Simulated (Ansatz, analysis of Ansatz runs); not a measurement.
# LaOF (R-3m), nudged elastic band: F_i by the interstitialcy path (q = −1), part 4 of 4

Aim: the barrier of one jump in LaOF (R-3m) at charge −1: F_i by the interstitialcy path. The model is a cell of 36 host atoms with 1 F put in; F is the atom that moves.

Ansatz 0.2.0; plane-wave PAW DFT, PBEsol; nudged elastic band between two relaxed defect structures at fixed charge in a uniform background.

So far, barrier forward (eV): step 4 (nudged elastic band, charge −1) 0.357.

### 5. Single point at the start point, HSE06

A whole band with exact exchange would cost too much, so three single points on the path found stand in. The start is shown; top and end are run alike.

This step: plane-wave PAW DFT, HSE06; single point of a defect supercell on a structure of the PBEsol path.

qm1.start.hse06/input.yaml reads:

```yaml
crystal:
  lattice:
    - [-4.01323028, 6.95111875, 0.0]
    - [-12.03969085, 0.0, 0.0]
    - [-2.00661514, 1.15851979, 6.68937332]
  atoms:
    - { symbol: La, position: [0.13021484, 0.08272131, 0.22423802] }
    - { symbol: La, position: [0.36899373, 0.24757904, 0.77969795] }
[... 3 atom lines left out ...]
    - { symbol: F, position: [0.43698295, 0.28989986, 0.38486534] }
    - { symbol: La, position: [0.11929589, 0.42186576, 0.22690413] }
[... 3 atom lines left out ...]
    - { symbol: F, position: [0.08165283, 0.36872588, 0.61704612] }
[... 8 atom lines left out ...]
    - { symbol: La, position: [0.8647931, 0.25653622, 0.77153513] }
[... 3 atom lines left out ...]
    - { symbol: F, position: [0.94774658, 0.27707667, 0.38311476] }
[... 1 atom line left out ...]
    - { symbol: La, position: [0.86798807, 0.58060531, 0.76099801] }
    - { symbol: O, position: [0.68479086, 0.45466735, 0.89266487] }
    - { symbol: O, position: [0.81435373, 0.54476251, 0.10724847] }
    - { symbol: F, position: [0.5549467, 0.36864659, 0.62175743] }
    - { symbol: F, position: [0.94385334, 0.63049453, 0.37792813] }
[... 4 atom lines left out ...]
    - { symbol: F, position: [0.55198579, 0.72149787, 0.6163827] }
[... 1 atom line left out ...]
    - { symbol: F, position: [0.75028387, 0.49860312, 0.50010701] }
total_charge: -1
basis:
  ecutwfc: 420
  xc_grid: 2
hamiltonian:
  xc: hse06
kpoints:
  mp_grid: { grid: [1, 1, 1] }
scf:
  occupations: { method: fixed }
  max_iter: 100
output:
  forces: true
  eigenvalues: true
checkpoint:
  write: "../qm1.start.hse06.run"
  compress: false
  write_wavefunctions: false
  write_every: 100000
```

Command:

```sh
$ ansatz run input.yaml --threads 4 --pin off --max-ram 7536MiB --backend cpu --events-out ev --progress --plain --runs-dir out
```

Numbers of over 12 decimals in the logs are rounded to 6 here.

Output:

```text
[...]
exact exchange: scf.exx.singularity resolves to wigner_seitz, which cuts the screened interaction at the faces of the exchange supercell's Wigner-Seitz cell, so that each pair interacts once, at the shortest of its separations (the periodic images that this [...]
[...]
davidson cushion auto → on  (no smearing: the cushion is to keep the highest requested band from converging to the state above it; pin scf.eigensolver.cushion to override)
Crystal: 37 atoms, lattice volume = 559.829 Å³
Basis set: ecut = 420 eV, 10937 PW (Γ), exchange–correlation on 108×162×96 points (8 copies of the dense FFT grid, shifted against one another)
Bands: 185, of which v1, the nominal top of the filled ones, is band 148 counted from 1 (147 counted from 0)
Symmetry: 1 space group operations
[...]
k-points: 1
[...]
SCF iter   1: F=—  HF=-92382.594546 eV  |F-HF|=—  |Δ(HF+E_count)|=         —  Δρ=7.61e-3  dr2=2.10e-1  ethr=1.77e-3  ⟨swp⟩=6.0  Hψ=926  notcnv=0
[...]
Internal energy: -92433.880649 eV  (E = F + TS)
E sigma→0 (E₀):  -92433.880649 eV
Fermi energy:    7.808502 eV
[...]
--- Forces (eV/Å), atoms counted from 1 ---
  atom   1  La    -0.01362558    -0.00949258    -0.05733290
  atom   2  La     0.00762251     0.00362456     0.06227904
  [... 4 atoms left out ...]
  atom   7  La    -0.01221153    -0.00469810    -0.04580518
  [... 3 atoms left out ...]
  atom  11  F     -0.00126966     0.01512060    -0.03370861
  [... 8 atoms left out ...]
  atom  20  La    -0.00207129    -0.00490592     0.04923270
  [... 3 atoms left out ...]
  atom  24  F      0.00522732     0.00163980     0.03700325
  [... 1 atom left out ...]
  atom  26  La     0.02973908    -0.00348704     0.08449273
  atom  27  O      0.00992757    -0.01156724    -0.03624529
  [... 1 atom left out ...]
  atom  29  F      0.01832758    -0.00561397    -0.02684399
  atom  30  F     -0.01713031     0.00498894     0.02970859
  [... 4 atoms left out ...]
  atom  35  F     -0.00768081    -0.00251389    -0.04309332
  [... 1 atom left out ...]
  atom  37  F     -0.00483657    -0.00201871    -0.00327677
  max |Σ_I F_I| component: 2.70e-6 eV/Å
--- Band table (eV) ---
[...]
[key lines of the parts left out:]
Free energy (F): -92433.880649 eV
```

Run time: 2.2 min. Hardware: 4 threads of AMD EPYC 7R43, shared host; peak memory 1.2 GiB; 6.8 min of CPU time.

Read from the output:

```
free energy : -92433.8806 eV
```

### 6. Barrier from single points, HSE06

Analysis of the runs above: barrier from HSE06 single points on the PBEsol path.

It gives:

- barrier forward: 0.4103 eV
- barrier backward: 0.4107 eV
- end less start: -4.19e-4 eV

This gives 0.410 eV against the band's 0.357 eV.

### 7. Saddle search from image 2

A minimum-mode search from an image of the band needs no end points, and checks the top by another method.

This step: plane-wave PAW DFT, PBEsol; minimum-mode saddle search in a defect supercell, started from an image of the band.

qm1.saddle/input.yaml reads:

```yaml
crystal:
  lattice:
    - [-4.01323028, 6.95111875, 0.0]
    - [-12.03969085, 0.0, 0.0]
    - [-2.00661514, 1.15851979, 6.68937332]
  atoms:
    - { symbol: La, position: [0.13253935, 0.08208576, 0.22551213] }
    - { symbol: La, position: [0.37662543, 0.24380094, 0.77660236] }
    - { symbol: O, position: [0.19680254, 0.11620694, 0.88374205] }
    - { symbol: O, position: [0.31289633, 0.20980234, 0.1319643] }
    - { symbol: F, position: [0.06634446, 0.04207037, 0.61625471] }
    - { symbol: F, position: [0.46089998, 0.28754545, 0.37911682] }
    - { symbol: La, position: [0.11522605, 0.41765152, 0.23333425] }
    - { symbol: La, position: [0.36739358, 0.57830243, 0.77917006] }
    - { symbol: O, position: [0.17829301, 0.45452964, 0.85729936] }
    - { symbol: O, position: [0.29713671, 0.54156792, 0.13170918] }
    - { symbol: F, position: [0.15225637, 0.29297984, 0.57191417] }
    - { symbol: F, position: [0.43124505, 0.62251964, 0.38749102] }
    - { symbol: La, position: [0.13128477, 0.75136271, 0.22276215] }
    - { symbol: La, position: [0.36948154, 0.91613915, 0.77621613] }
    - { symbol: O, position: [0.18971386, 0.79028389, 0.87082643] }
    - { symbol: O, position: [0.31676803, 0.87025378, 0.13262525] }
    - { symbol: F, position: [0.06355701, 0.71061388, 0.61678927] }
    - { symbol: F, position: [0.43863941, 0.95644802, 0.38645549] }
    - { symbol: La, position: [0.63202406, 0.08758149, 0.22097278] }
    - { symbol: La, position: [0.8713119, 0.25620549, 0.76642154] }
    - { symbol: O, position: [0.69515133, 0.12396154, 0.86429079] }
    - { symbol: O, position: [0.8152551, 0.20667033, 0.11997758] }
    - { symbol: F, position: [0.56874621, 0.04001387, 0.6101444] }
    - { symbol: F, position: [0.9312312, 0.27926983, 0.37043181] }
    - { symbol: La, position: [0.62848311, 0.41745646, 0.23097374] }
    - { symbol: La, position: [0.8595921, 0.5849312, 0.76683331] }
    - { symbol: O, position: [0.6736553, 0.45943577, 0.89316893] }
    - { symbol: O, position: [0.80773904, 0.54596883, 0.12138833] }
    - { symbol: F, position: [0.55863008, 0.37507189, 0.62482641] }
    - { symbol: F, position: [0.93672134, 0.63985361, 0.38400279] }
    - { symbol: La, position: [0.63304053, 0.74812153, 0.22711616] }
    - { symbol: La, position: [0.87159357, 0.91505229, 0.77500266] }
    - { symbol: O, position: [0.68942245, 0.79123803, 0.86687486] }
    - { symbol: O, position: [0.80890449, 0.87762892, 0.12648171] }
    - { symbol: F, position: [0.55003473, 0.71569161, 0.61417669] }
    - { symbol: F, position: [0.93833497, 0.95652965, 0.38672363] }
    - { symbol: F, position: [0.83326878, 0.47130454, 0.53292575] }
total_charge: -1
basis:
  ecutwfc: 420
  xc_grid: 2
hamiltonian:
  xc: pbesol
kpoints:
  mp_grid: { grid: [1, 1, 1] }
scf:
  occupations: { method: fixed }
  max_iter: 100
output:
  forces: true
saddle:
  mode_guess:
    - [-0.008, 0.0072, 0.0259]
    - [0.0338, 0.011, -0.0535]
[... 4 atom lines left out ...]
    - [0.0498, 0.0486, 0.013]
[... 1 atom line left out ...]
    - [0.069, -0.0244, -0.0546]
[... 1 atom line left out ...]
    - [0.6678, 0.3225, -0.2415]
[... 8 atom lines left out ...]
    - [0.0155, 0.0469, -0.0099]
[... 3 atom lines left out ...]
    - [0.0095, -0.0803, -0.0426]
[... 1 atom line left out ...]
    - [-0.0537, -0.0155, 0.0534]
    - [-0.0225, -0.0284, -0.025]
    - [-0.025, 0.0189, 0.0735]
    - [-0.0489, 0.0379, -0.0066]
    - [-0.0597, -0.0525, 0.0185]
[... 4 atom lines left out ...]
    - [0.0461, 0.0203, -0.0016]
[... 1 atom line left out ...]
    - [-0.0523, 0.5233, 0.1719]
  f_tol: 0.03
  max_steps: 40
  order_check: false
```

Output:

```text
[...]
Warning: saddle: disabling space-group detection — the unstable mode generally breaks the start geometry's symmetry, and a symmetrised force would hide it, so no spatial operation reduces the k-mesh or symmetrises the density; [...]
[...]
saddle search: every force call converges dr2 to 1.0e-10 eV
Crystal: 37 atoms, lattice volume = 559.829 Å³
Basis set: ecut = 420 eV, 10937 PW (Γ), exchange–correlation on 108×162×96 points (8 copies of the dense FFT grid, shifted against one another)
Bands: 185, of which v1, the nominal top of the filled ones, is band 148 counted from 1 (147 counted from 0)
Symmetry: 1 space group operations
k-points: 1
[...]
SCF iter   1: F=—  HF=-91135.593946 eV  |F-HF|=—  |Δ(HF+E_count)|=         —  Δρ=2.29e-2  dr2=2.13e0  ethr=1.77e-3  ⟨swp⟩=6.0  Hψ=661  notcnv=0  defer=33
[...]
- { symbol: La, position: [0.857088, 0.587926, 0.771971] }
    - { symbol: O, position: [0.670790, 0.462748, 0.889586] }
    - { symbol: O, position: [0.807328, 0.546796, 0.128048] }
    - { symbol: F, position: [0.560343, 0.377621, 0.623076] }
    - { symbol: F, position: [0.928063, 0.646333, 0.385459] }
    - { symbol: La, position: [0.630108, 0.751542, 0.227791] }
    - { symbol: La, position: [0.869471, 0.916883, 0.774912] }
    - { symbol: O, position: [0.685323, 0.794315, 0.869640] }
    - { symbol: O, position: [0.806475, 0.880935, 0.125708] }
    - { symbol: F, position: [0.550419, 0.714061, 0.614389] }
    - { symbol: F, position: [0.936362, 0.958002, 0.386708] }
    - { symbol: F, position: [0.879861, 0.456862, 0.549423] }
  unstable mode:
  mode_guess:
    - [-0.02770032, -0.02404674, 0.03427103]
    - [0.02493149, -0.03813674, -0.07430690]
    - [-0.01329762, -0.03832207, 0.05104480]
    - [0.01927652, -0.01129440, -0.07006634]
    - [0.02802570, -0.03439867, 0.02076886]
[...]
- [-0.04354447, -0.03093943, -0.00616255]
    - [0.02302491, 0.00640854, 0.00434476]
    - [-0.01509526, -0.02377612, -0.00353525]
    - [-0.08218758, 0.62852743, 0.19568365]
[key lines of the parts left out:]
SCF converged after 9 iterations
Free energy (F): -91135.017278 eV
Fermi energy:    8.466218 eV
```

Run time: 6.2 min. Hardware: 4 threads; peak memory 0.75 GiB; 20 min of CPU time.

Read from the output:

```
free energy     : -91135.0173 eV
barrier forward : 0.3568 eV
barrier of band : 0.3568 eV
```

This gives 0.357 eV against the band's 0.357 eV: both methods end at the same energy.

### 8. Summary of results

| Item | Value |
| --- | --- |
| barrier forward | 0.36 eV |
| barrier backward | 0.36 eV |
| end less start | 0.00 eV |
| hop length | 2.36 Å |
| band iterations, as the log counts them | 8 |
| barrier from single points, HSE06 | 0.41 eV |
| saddle search from image 2 | 0.36 eV |

What this shows: The top of the band lies 0.36 eV above the start and 0.36 eV above the end. With an assumed prefactor of 1e13 per second it gives one hop a second along this one path at about 140 K; whether such hops link up through the crystal wasn't checked. The move is shared: F11 goes 2.38 Å and F37, whose hop length is listed, 2.36 Å. Across functionals on this path (PBEsol 0.357 and HSE06 0.410 eV) the forward values spread by 0.054 eV. No image-charge correction is applied; it largely cancels along a path if the charge stays localised alike. Limits: sampling at the zone centre alone can move energies of charged and open-shell states by tenths of an eV or more in cells of this size; periodic copies of the defect are only 7.1 Å apart; spin–orbit coupling, which can matter with heavy atoms, is left out.

[Logs are printed without paths, hosts, clocks, repeated set-up lines and the standing remarks that a program may print on its own settings, such as how far it seeks lower states.]

[Hosts, paths, dates, database ids (printed as entryN), source tags and the programs' standing remarks are cut or masked in the printed files.]
